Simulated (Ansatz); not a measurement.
The system is In.

```xyz
2
Lattice="3.3355 0.0000 0.0000 -1.6677 2.8886 0.0000 0.0000 0.0000 5.5091" Properties=species:S:1:pos:R:3 pbc="T T T"
In    1.6677    0.9629    4.1319
In    0.0000    1.9257    1.3773
```

This isn't the form of In at room conditions, which is tetragonal.

```yaml
Program: Ansatz 0.2.0
Task: relaxation of cell and atoms
Functional: HF
Potentials_or_basis: Ansatz PAW
Cutoff: "420 eV (not typed: the program's choice for these potentials)"
k_mesh: 5 × 5 × 3
Occupations: fermi-dirac, width 0.05 eV
Spin: no spin polarisation
```

At the start: volume 26.54 Å³/atom.

How do energy, volume and symmetry change on relaxing?

It ends after 5 steps and the volume is 30.83 Å³/atom (+16.1 %); space group P6_3/mmc (No. 194, to 0.05 Å).

Step by step:
```tsv
step	energy change (eV)	largest force (eV/Å)	volume (Å³)
1	0.0000	0.0000	53.08
2	-0.1314	0.0000	60.59
3	-0.1340	0.0000	61.44
4	-0.1341	0.0000	61.65
5	-0.1352	0.0000	61.65
```

Final structure:
```cif
data_structure
_symmetry_space_group_name_H-M 'P 1'
_symmetry_Int_Tables_number 1
_cell_length_a 3.4860
_cell_length_b 3.4860
_cell_length_c 5.8581
_cell_angle_alpha 90.000
_cell_angle_beta 90.000
_cell_angle_gamma 120.000
_cell_volume 61.65
loop_
_atom_site_label
_atom_site_type_symbol
_atom_site_fract_x
_atom_site_fract_y
_atom_site_fract_z
_atom_site_occupancy
In1 In 0.66667 0.33333 0.75000 1
In2 In 0.33333 0.66667 0.25000 1
```

Caveat: the k mesh is coarse (spacing up to 0.44 Å⁻¹), so the values aren't converged, least of all with exact exchange; the volume moved by over 15 % at a fixed basis, so the end points are rough; the plane-wave basis is chosen anew once the cell has moved, so the energies of steps on either side of that aren't comparable; the PAW data sets come from PBE, with cores solved anew for the run's functional, which leaves a small shift of forces and pressure.
